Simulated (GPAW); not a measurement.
# As (P-1) in GPAW: settings compared

The runs below take As through relaxation of cell and atoms, with PBEsol+D3(BJ), PBE+D3.

Program: GPAW 26.7.0. These are calculated values, not measurements. Logs are shortened: lines on timing, memory, paths and dates and some standing lists are left out, and cuts for length are marked. The log counts tension as positive stress, the text compression.

**1. The cell of the first run**

The typed cell holds 1 atom: a = 2.999 Å, b = 2.598 Å, c = 2.582 Å, α = 78.73°, β = 76.84°, γ = 93.49°.

**2. Relaxation of cell and atoms, PBEsol+D3(BJ) (cell sheared at random, sigma 0.1, atoms nudged by 0.01 Å)**

run.py

```python
from ase.calculators.mixing import SumCalculator
from ase.filters import FrechetCellFilter
from ase.io import read, write
from ase.optimize import LBFGS
from dftd3.ase import DFTD3
from gpaw import GPAW, PW, setup_paths

setup_paths.insert(0, '.')

atoms = read('As.xyz')

calc = GPAW(mode=PW(600),
            xc='PBEsol',
            kpts={'size': (7, 7, 8), 'gamma': True},
            occupations={'name': 'fermi-dirac', 'width': 0.05},
            nbands=9,
            convergence={'density': 1e-05, 'energy': 1e-05},
            maxiter=150,
            txt='gpaw.txt')
atoms.calc = SumCalculator([calc, DFTD3(method='pbesol', damping='d3bj')])
opt = LBFGS(FrechetCellFilter(atoms), trajectory='relax.traj', logfile='-')
done = opt.run(fmax=0.01, steps=40)
calc.write('gs.gpw')
write('result.traj', atoms)
print('Converged:', done)
print('Cell:', atoms.cell.cellpar().round(4))
print('Volume:', round(atoms.get_volume(), 4))
print(atoms.get_scaled_positions().round(5))
```

As.xyz

```xyz
1
Lattice="2.9794804000 -0.1006165900 0.3237709600 -0.1006165900 2.5830128800 0.2618843200 0.3237709600 0.2618843200 2.5485519600" Properties=species:S:1:pos:R:3 pbc="T T T"
As     1.6013173850      1.3721403050      1.5671036200
```

Potentials or basis: PAW data sets generated in the run's folder for this functional, pw.

The run is started by

```sh
$ gpaw-setup -f PBEsol As
$ OMP_NUM_THREADS=1 python run.py
```

gpaw.txt:

```text
__  _  _
 | _ |_)|_||  |
 |__||  | ||/\| - 26.7.0

Input parameters:
  mode=PW(ecut=600.0),
  convergence={'density': 1e-05, 'energy': 1e-05},
  kpts=MonkhorstPack(size=(7, 7, 8), gamma=True),
  maxiter=150,
  nbands=9,
  occupations=Occupations(name='fermi-dirac', width=0.05),
  xc=XC(name='PBEsol')

Diagonalizing LCAO Hamiltonian
Converting LCAO to pw mode

       As

Atoms  # Å, Bohr magnetons
|   | symbol |        x |        y |        z |    initial magnetic moments |
|---|--------|----------|----------|----------|-----------------------------|
| 0 |     As | 1.601317 | 1.372140 | 1.567104 | ( 0.0000,  0.0000,  0.0000) |

Unit cell  # Å
| periodic |         x |         y |        z |  lengths |    angles |
|----------|-----------|-----------|----------|----------|-----------|
|      yes |  2.979480 | -0.100617 | 0.323771 | 2.998709 | 78.729564 |
|      yes | -0.100617 |  2.583013 | 0.261884 | 2.598204 | 76.836608 |
|      yes |  0.323771 |  0.261884 | 2.548552 | 2.582349 | 93.494428 |

Number of symmetries: 2
Symmetry operations  # r_c * U_cc + t_c -> r_c
|   | kind |            matrix            |
|---|------|------------------------------|
| 0 |  E   |  1, 0, 0,  0, 1, 0,  0, 0, 1 |
| 1 |  i   | -1, 0, 0,  0,-1, 0,  0, 0,-1 |

BZ-sampling:
  Number of BZ points: 392
  Number of IBZ points: 197

  Monkhorst-Pack size: [7, 7, 8]
  Monkhorst-Pack shift: [0.0, 0.0, 0.0625]

K-points  # in reciprocal-cell coordinates
|     |                                coordinates |     weight |
|-----|--------------------------------------------|------------|
|   0 | (  0.00000000,   0.00000000,   0.00000000) | 0.00255102 |
|   1 | (  0.00000000,   0.00000000,   0.12500000) | 0.00510204 |
|   2 | (  0.00000000,   0.00000000,   0.25000000) | 0.00510204 |
|   3 | (  0.00000000,   0.00000000,   0.37500000) | 0.00510204 |
|   4 | (  0.00000000,   0.00000000,   0.50000000) | 0.00255102 |
|   5 | (  0.00000000,   0.14285714,  -0.37500000) | 0.00510204 |
|   6 | (  0.00000000,   0.14285714,  -0.25000000) | 0.00510204 |
|   7 | (  0.00000000,   0.14285714,  -0.12500000) | 0.00510204 |
|   8 | (  0.00000000,   0.14285714,   0.00000000) | 0.00510204 |
|   9 | (  0.00000000,   0.14285714,   0.12500000) | 0.00510204 |
[... 113 lines left out ...]
dipole moment: (-0.000004, -0.000003, -0.000004)  # |e|*Ang

Fermi level: 7.761
Eigenvalues  # (at kpt = [0.000, 0.000, 0.000])
| band index |      eig [eV] | occ [0-2] |
|------------|---------------|-----------|
|          0 |        -7.450 |     2.000 |
|          1 |         9.386 |     0.000 |
|          2 |        13.762 |     0.000 |
|          3 |        14.597 |     0.000 |
|          4 |        15.240 |     0.000 |
|          5 |        18.551 |     0.000 |
|          6 |        21.129 |     0.000 |
|          7 |        27.940 |     0.000 |
|          8 |        28.052 |     0.000 |

No gap
No difference between direct/indirect transitions

Stress tensor  # eV/Ang^3
|        x |         y |         z |
|----------|-----------|-----------|
| 0.053690 |  0.001562 |  0.010583 |
| 0.001562 | -0.049247 |  0.035301 |
| 0.010583 |  0.035301 | -0.070443 |

Forces  # eV/Ang
|       x |       y |       z |
|---------|---------|---------|
| 0.00000 | 0.00000 | 0.00000 |  # As   0

Interpolating wave functions to new cell

       As

Atoms  # Å, Bohr magnetons
|   | symbol |        x |        y |        z |    initial magnetic moments |
|---|--------|----------|----------|----------|-----------------------------|
| 0 |     As | 1.563637 | 1.366422 | 1.569893 | ( 0.0000,  0.0000,  0.0000) |

Unit cell  # Å
| periodic |         x |         y |        z |  lengths |    angles |
|----------|-----------|-----------|----------|----------|-----------|
|      yes |  2.917941 | -0.105736 | 0.320439 | 2.937387 | 79.767581 |
|      yes | -0.100394 |  2.599612 | 0.240583 | 2.612650 | 77.142926 |
|      yes |  0.309727 |  0.238968 | 2.578764 | 2.608268 | 93.666180 |

Number of symmetries: 2
Symmetry operations  # r_c * U_cc + t_c -> r_c
|   | kind |            matrix            |
|---|------|------------------------------|
| 0 |  E   |  1, 0, 0,  0, 1, 0,  0, 0, 1 |
| 1 |  i   | -1, 0, 0,  0,-1, 0,  0, 0,-1 |
[... 1277 lines left out ...]
Stress tensor  # eV/Ang^3
|         x |         y |         z |
|-----------|-----------|-----------|
| -0.036774 | -0.009727 |  0.010440 |
| -0.009727 | -0.015911 |  0.001622 |
|  0.010440 |  0.001622 | -0.030235 |

Forces  # eV/Ang
|       x |       y |       z |
|---------|---------|---------|
| 0.00000 | 0.00000 | 0.00000 |  # As   0

Interpolating wave functions to new cell

       As

Atoms  # Å, Bohr magnetons
|   | symbol |        x |        y |        z |    initial magnetic moments |
|---|--------|----------|----------|----------|-----------------------------|
| 0 |     As | 1.319342 | 1.377280 | 1.022496 | ( 0.0000,  0.0000,  0.0000) |

Unit cell  # Å
| periodic |         x |         y |         z |  lengths |     angles |
|----------|-----------|-----------|-----------|----------|------------|
|      yes |  2.816504 |  0.166909 | -0.462625 | 2.859121 |  92.709142 |
|      yes |  0.045337 |  2.638232 | -0.069545 | 2.639538 | 104.316572 |
|      yes | -0.223157 | -0.050582 |  2.577162 | 2.587300 |  85.438325 |

Number of symmetries: 2
Symmetry operations  # r_c * U_cc + t_c -> r_c
|   | kind |            matrix            |
|---|------|------------------------------|
| 0 |  E   |  1, 0, 0,  0, 1, 0,  0, 0, 1 |
| 1 |  i   | -1, 0, 0,  0,-1, 0,  0, 0,-1 |

BZ-sampling:
  Number of BZ points: 392
  Number of IBZ points: 197

  Monkhorst-Pack size: [7, 7, 8]
  Monkhorst-Pack shift: [0.0, 0.0, 0.0625]

K-points  # in reciprocal-cell coordinates
|     |                                coordinates |     weight |
|-----|--------------------------------------------|------------|
|   0 | (  0.00000000,   0.00000000,   0.00000000) | 0.00255102 |
|   1 | (  0.00000000,   0.00000000,   0.12500000) | 0.00510204 |
|   2 | (  0.00000000,   0.00000000,   0.25000000) | 0.00510204 |
|   3 | (  0.00000000,   0.00000000,   0.37500000) | 0.00510204 |
|   4 | (  0.00000000,   0.00000000,   0.50000000) | 0.00255102 |
|   5 | (  0.00000000,   0.14285714,  -0.37500000) | 0.00510204 |
|   6 | (  0.00000000,   0.14285714,  -0.25000000) | 0.00510204 |
|   7 | (  0.00000000,   0.14285714,  -0.12500000) | 0.00510204 |
|   8 | (  0.00000000,   0.14285714,   0.00000000) | 0.00510204 |
|   9 | (  0.00000000,   0.14285714,   0.12500000) | 0.00510204 |
| ... |                                            |            |
| 196 | (  0.42857143,   0.42857143,   0.50000000) | 0.00510204 |
[... 1601 lines left out ...]
Fermi level: 8.074
Eigenvalues  # (at kpt = [0.000, 0.000, 0.000])
| band index |      eig [eV] | occ [0-2] |
|------------|---------------|-----------|
|          0 |        -7.310 |     2.000 |
|          1 |        12.453 |     0.000 |
|          2 |        12.461 |     0.000 |
|          3 |        12.501 |     0.000 |
|          4 |        16.749 |     0.000 |
|          5 |        16.757 |     0.000 |
|          6 |        18.952 |     0.000 |
|          7 |        34.335 |     0.000 |
|          8 |        34.371 |     0.000 |

No gap
No difference between direct/indirect transitions

Stress tensor  # eV/Ang^3
|         x |         y |         z |
|-----------|-----------|-----------|
| -0.022410 | -0.000087 |  0.000062 |
| -0.000087 | -0.022509 |  0.000052 |
|  0.000062 |  0.000052 | -0.022596 |

Forces  # eV/Ang
|       x |       y |       z |
|---------|---------|---------|
| 0.00000 | 0.00000 | 0.00000 |  # As   0

# Writing to gs.gpw (mode='')
```

stdout:

```text
Step          Energy          fmax
LBFGS:    0       -5.176949        1.454362
LBFGS:    1       -5.234432        1.424154
LBFGS:    2       -5.145131        4.415278
LBFGS:    3       -5.363116        1.309880
LBFGS:    4       -5.405856        0.750090
LBFGS:    5       -5.420105        0.549037
[... 9 lines left out ...]
LBFGS:   15       -5.466382        0.019775
LBFGS:   16       -5.466368        0.006909
Converged: True
Cell: [ 2.6626  2.6625  2.6585 89.958  89.9434 90.0618]
Volume: 18.8459
[[0.5 0.5 0.5]]
```

It took 2.1 min on 1 thread of Intel Xeon 6975P-C (Granite Rapids), shared host; peak memory 0.22 GiB.

What came out:

```yaml
Free_energy: -5.4681 eV
Relaxed_volume: 18.85 Å³/atom
Relaxed_cell: a = 2.663 Å, b = 2.662 Å, c = 2.658 Å, α = 89.96°, β = 89.94°, γ = 90.06°
Space_group_after_relaxing_to_0.05_Å: Pm-3m (No. 221)
Energy_gained_by_relaxing: 289.4 meV/atom
Ionic_steps: 17
Pressure_after_relaxing: 0.0 GPa
Band_gap_on_the_k_mesh: none (metal or under the smearing width)
Dispersion_energy_per_atom: -0.419 eV
```

The path:
```csv
step,energy change (eV),largest force (eV/Å),pressure (GPa),volume (Å³)
1,0.0000,0.0000,-0.03,19.10
2,-0.0575,0.0000,-1.16,19.09
3,0.0318,0.0000,7.04,18.18
4,-0.1862,0.0000,-1.62,18.90
5,-0.2289,0.0000,-0.98,18.78
6,-0.2432,0.0000,-0.15,18.67
7,-0.2537,0.0000,0.38,18.61
8,-0.2642,0.0000,0.68,18.62
9,-0.1213,0.0000,-0.09,18.85
10,-0.2860,0.0000,0.67,18.71
11,-0.2882,0.0000,0.52,18.74
12,-0.2892,0.0000,0.20,18.80
13,-0.2893,0.0000,0.10,18.82
14,-0.2894,0.0000,-0.16,18.87
15,-0.2894,0.0000,-0.20,18.87
16,-0.2894,0.0000,-0.13,18.86
17,-0.2894,0.0000,-0.04,18.85
```

Final structure:
```xyz
1
Lattice="2.6624 0.0120 -0.0284 -0.0149 2.6624 -0.0042 0.0310 0.0063 2.6583" Properties=species:S:1:pos:R:3 pbc="T T T"
As    1.3393    1.3404    1.3128
```

Caveat: later steps reuse the first step's grids; pairwise dispersion overbinds metals, which lowers pressure and volume.

**3. Relaxation of cell and atoms, PBE+D3 (cell sheared at random, sigma 0.1, atoms nudged by 0.01 Å)**

run.py

```python
from ase.calculators.mixing import SumCalculator
from ase.filters import FrechetCellFilter
from ase.io import read, write
from ase.optimize import FIRE
from dftd3.ase import DFTD3
from gpaw import GPAW, PW

atoms = read('As.cif')

calc = GPAW(mode=PW(600),
            xc='PBE',
            kpts={'size': (7, 7, 8), 'gamma': True},
            occupations={'name': 'fermi-dirac', 'width': 0.05},
            nbands=9,
            convergence={'density': 1e-05, 'energy': 1e-05},
            maxiter=150,
            txt='gpaw.txt')
atoms.calc = SumCalculator([calc, DFTD3(method='pbe', damping='d3zero')])
opt = FIRE(FrechetCellFilter(atoms), trajectory='relax.traj', logfile='-')
done = opt.run(fmax=0.01, steps=100)
calc.write('gs.gpw')
write('result.traj', atoms)
print('Converged:', done)
print('Cell:', atoms.cell.cellpar().round(4))
print('Volume:', round(atoms.get_volume(), 4))
print(atoms.get_scaled_positions().round(5))
```

As.cif

```cif
data_As
_cell_length_a 2.99870885
_cell_length_b 2.59820373
_cell_length_c 2.58234934
_cell_angle_alpha 78.72956402
_cell_angle_beta 76.83660820
_cell_angle_gamma 93.49442816
_space_group_name_H-M_alt 'P1'
_space_group_name_Hall 'P 1'
_space_group_IT_number 1
loop_
_space_group_symop_operation_xyz
'x,y,z'
loop_
_atom_site_label
_atom_site_type_symbol
_atom_site_symmetry_multiplicity
_atom_site_Wyckoff_symbol
_atom_site_fract_x
_atom_site_fract_y
_atom_site_fract_z
_atom_site_occupancy
As1 As 1 a 0.5000000000 0.5000000000 0.5000000000 1
```

Potentials or basis: GPAW PAW data sets (gpaw-data 1.2.1), pw.

The run is started by

```sh
$ OMP_NUM_THREADS=1 python run.py
```

It took 4.4 min on 1 thread of Intel Xeon 6975P-C (Granite Rapids), shared host; peak memory 0.39 GiB.

Results (log left out):

```
Free energy                            : -4.8303 eV
Relaxed volume                         : 20.01 Å³/atom
Relaxed cell                           : a = 2.716 Å, b = 2.716 Å, c = 2.713 Å, α = 89.91°, β = 90.19°, γ = 89.96°
Space group after relaxing (to 0.05 Å) : Pm-3m (No. 221)
Energy gained by relaxing              : 309.2 meV/atom
Ionic steps                            : 42
Pressure after relaxing                : 0.0 GPa
Band gap on the k mesh                 : none (metal or under the smearing width)
Dispersion energy per atom             : -0.250 eV
```

Stress tensor (GPa, compression positive):
```
-0.01 -0.01  0.06
-0.01 -0.07 -0.01
 0.06 -0.01  0.00
```

The path:
| step | energy change (eV) | largest force (eV/Å) | pressure (GPa) | volume (Å³) |
| --- | --- | --- | --- | --- |
| 1 | 0.0000 | 0.0000 | 5.57 | 19.10 |
| 3 | -0.1212 | 0.0000 | -0.83 | 20.06 |
| 5 | -0.2331 | 0.0000 | -3.15 | 20.62 |
| 7 | -0.2443 | 0.0000 | -2.52 | 20.43 |
| 9 | -0.2612 | 0.0000 | -1.08 | 20.06 |
| 11 | -0.2720 | 0.0000 | 0.90 | 19.66 |
| 13 | -0.2818 | 0.0000 | 2.28 | 19.45 |
| 15 | -0.3001 | 0.0000 | 1.71 | 19.61 |
| 17 | -0.3082 | 0.0000 | -0.79 | 20.18 |
| 19 | -0.3085 | 0.0000 | -0.67 | 20.16 |
| 21 | -0.3089 | 0.0000 | -0.41 | 20.10 |
| 23 | -0.3091 | 0.0000 | -0.07 | 20.01 |
| 25 | -0.3091 | 0.0000 | 0.10 | 19.98 |
| 27 | -0.3091 | 0.0000 | 0.10 | 19.98 |
| 29 | -0.3091 | 0.0000 | 0.09 | 19.98 |
| 31 | -0.3091 | 0.0000 | 0.07 | 19.98 |
| 33 | -0.3091 | 0.0000 | 0.05 | 19.99 |
| 35 | -0.3091 | 0.0000 | 0.02 | 20.00 |
| 37 | -0.3092 | 0.0000 | -0.02 | 20.00 |
| 39 | -0.3092 | 0.0000 | -0.04 | 20.01 |
| 41 | -0.3092 | 0.0000 | -0.04 | 20.01 |
| 42 | -0.3092 | 0.0000 | -0.03 | 20.01 |

Final structure:
```
As
1.0
     2.69452    0.06835   -0.33152
    -0.10154    2.69908   -0.28491
     0.31305    0.29870    2.67779
As
1
Cartesian
  1.4530 1.5331 1.0307
```

Levels at points of the mesh, in eV from the Fermi level:
```csv
k point,band 1,band 2,band 3,band 4,band 5
"(0.00, 0.00, 0.00)",-14.82,4.16,4.17,4.20,8.62
"(0.00, 0.00, 0.50)",-11.71,-6.81,6.42,6.43,11.35
```

Caveat: later steps reuse the first step's grids; pairwise dispersion overbinds metals, which lowers pressure and volume.
